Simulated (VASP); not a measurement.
**From VASP inputs to Ansatz: CdTe (strained zincblende)**

INCAR

```
GGA = PE
NELM = 120
NBANDS = 16
LASPH = .TRUE.
ISIF = 2
ISMEAR = -1
PREC = Accurate
LWAVE = .FALSE.
EDIFF = 1E-7
SIGMA = 0.02
LCHARG = .FALSE.
NSW = 0
IBRION = -1
LREAL = .FALSE.
ENCUT = 520
```

KPOINTS

```
KPOINTS created by Atomic Simulation Environment
0
Gamma
6 6 6
0 0 0
```

KPOINTS_OPT

```
special points
6
Reciprocal
0.0000000000 0.0000000000 0.0000000000 1
-0.5000000000 -0.5000000000 0.0000000000 1
-0.3750000000 -0.3750000000 0.2500000000 1
-0.3750000000 0.0000000000 0.3750000000 1
0.0000000000 0.0000000000 0.5000000000 1
-0.5000000000 -0.2500000000 0.2500000000 1
```

POSCAR

```
Cd Te
 1.0000000000000000
     0.0000000000000000    3.2471555649999999    3.2471555649999999
     3.2471555649999999    0.0000000000000000    3.2471555649999999
     3.2471555649999999    3.2471555649999999    0.0000000000000000
 Cd  Te
   1   1
Cartesian
  0.0000000000000000  0.0000000000000000  0.0000000000000000
  1.6235777825000000  1.6235777825000000  1.6235777825000000
```

VASP ran with the recommended PBE PAW datasets (18 valence electrons in the cell).

Question: Translate these files to an Ansatz input.

Answer: 

```yaml
crystal:
  lattice:
    - [0.0, 3.247155565, 3.247155565]
    - [3.247155565, 0.0, 3.247155565]
    - [3.247155565, 3.247155565, 0.0]
  atoms:
    - { symbol: Cd, position: [0.0, 0.0, 0.0] }
    - { symbol: Te, position: [0.25, 0.25, 0.25] }
kpoints:
  mp_grid: { grid: [6, 6, 6] }
  band_path:
    path:
      - [0.0, 0.0, 0.0]
      - [-0.5, -0.5, 0.0]
      - [-0.375, -0.375, 0.25]
      - [-0.375, 0.0, 0.375]
      - [0.0, 0.0, 0.5]
      - [-0.5, -0.25, 0.25]
    npoints: 1
hamiltonian:
  xc: pbe
scf:
  occupations: { method: fermi_dirac, width: 0.02 }
  n_extra_bands: 4
output:
  forces: true
  stress: true
  eigenvalues: true
```

Other inputs would serve too.

```
                              VASP   Ansatz
gap between bands v and c  0.75 eV  0.75 eV
         least direct gap  0.75 eV  0.75 eV
                 pressure  2.4 GPa  2.3 GPa
```

Datasets and cutoffs are each program's own. VASP's cell holds 18 valence electrons and Ansatz's 36. Ansatz's stress includes a Pulay correction; VASP's doesn't.
